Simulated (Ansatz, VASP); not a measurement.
# One calculation of SnSe, two programs

The input INCAR:

```
SYSTEM = SnSe
ALGO = Normal
EDIFF = 1E-6
ENCUT = 520
GGA = PE
ISIF = 2
ISMEAR = -1
LASPH = .True.
LCHARG = .False.
LREAL = .False.
LWAVE = .False.
NBANDS = 17
NELM = 100
PREC = Accurate
SIGMA = 0.02
```

Contents of KPOINTS:

```
k-points
0
Gamma
  9 9 9
  0 0 0
```

File POSCAR:

```
SnSe
1.0
    0.0000000000      3.0100000000      3.0100000000
    3.0100000000      0.0000000000      3.0100000000
    3.0100000000      3.0100000000      0.0000000000
Sn Se
1 1
Direct
    0.0000000000      0.0000000000      0.0000000000
    0.5000000000      0.5000000000      0.5000000000
```

Input for Ansatz:

```yaml
crystal:
  lattice:
    - [0.0, 3.01, 3.01]
    - [3.01, 0.0, 3.01]
    - [3.01, 3.01, 0.0]
  atoms:
    - { symbol: Sn, position: [0.0, 0.0, 0.0] }
    - { symbol: Se, position: [0.5, 0.5, 0.5] }
kpoints:
  mp_grid: { grid: [9, 9, 9] }
  band_path:
    path:
      - [0.0, 0.0, 0.0]
      - [0.5, 0.0, 0.5]
      - [0.625, 0.25, 0.625]
      - [0.375, 0.375, 0.75]
      - [0.0, 0.0, 0.0]
      - [0.5, 0.5, 0.5]
      - [0.5, 0.25, 0.75]
      - [0.5, 0.0, 0.5]
    npoints: 5
scf:
  occupations: { method: fermi_dirac, width: 0.02 }
hamiltonian:
  xc: pbe
  pseudopotentials:
    kind: all_electron
    lapw: { basis_error: 0.00025 }
    relativity: none
output:
  forces: true
  stress: true
  eigenvalues: true
```

Alike in both runs: task single point; functional PBE; k mesh 9 × 9 × 9; occupations fermi-dirac, width 0.02 eV; no spin polarisation.

|  | VASP | Ansatz |
| --- | --- | --- |
| version | VASP 6.6.1 | Ansatz 0.2.0 |
| potentials or method | VASP PAW PBE potentials, release 64 (Sn_d, Se) | all-electron LAPW, non-relativistic |
| plane-wave cutoff (eV) | 520 | see its input |

Ansatz gave:

| Property | Result |
| --- | --- |
| pressure (GPa) | 1.5 |

Estimate VASP's values.

pressure (GPa): 1.0.

Ansatz ran all-electron here, so the differences hold the error of VASP's frozen core and of both bases.
